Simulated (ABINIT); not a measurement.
The system is WC (Qusongite).

```
W C
1.0
     2.90650    0.00000    0.00000
    -1.45325    2.51710    0.00000
     0.00000    0.00000    2.83660
W C
1 1
Cartesian
  0.0000 0.0000 0.0000
  1.4533 0.8390 1.4183
```

* Program: ABINIT 10.8.3 (patched build)
* Task: relaxation of cell and atoms
* Functional: LDA
* Potentials or basis: PseudoDojo NC SR LDA v0.4.1 standard
* Cutoff: 1116 eV
* k mesh: 8 × 8 × 7
* Occupations: fermi-dirac, width 0.05 eV
* Spin: no spin polarisation

At the start: pressure -10.5 GPa; volume 10.38 Å³/atom.

**Question.** How do energy, volume and symmetry change on relaxing?

**Answer.** Over 5 steps the energy falls by 9.0 meV/atom and the volume is 10.11 Å³/atom (-2.5 %); space group P-6m2 (No. 187, to 0.05 Å).

Step by step:
```csv
step,energy change (eV),largest force (eV/Å),pressure (GPa),volume (Å³)
1,0.0000,0.0000,-10.50,20.75
2,-0.0167,0.0000,2.86,20.09
3,-0.0179,0.0000,-0.10,20.23
4,-0.0179,0.0000,-0.01,20.22
5,-0.0179,0.0000,0.00,20.22
```

Final structure:
```xyz
2
Lattice="2.8832 0.0000 0.0000 -1.4416 2.4969 0.0000 0.0000 0.0000 2.8092" Properties=species:S:1:pos:R:3 pbc="T T T"
W     0.0000    0.0000    0.0000
C     1.4416    0.8323    1.4046
```
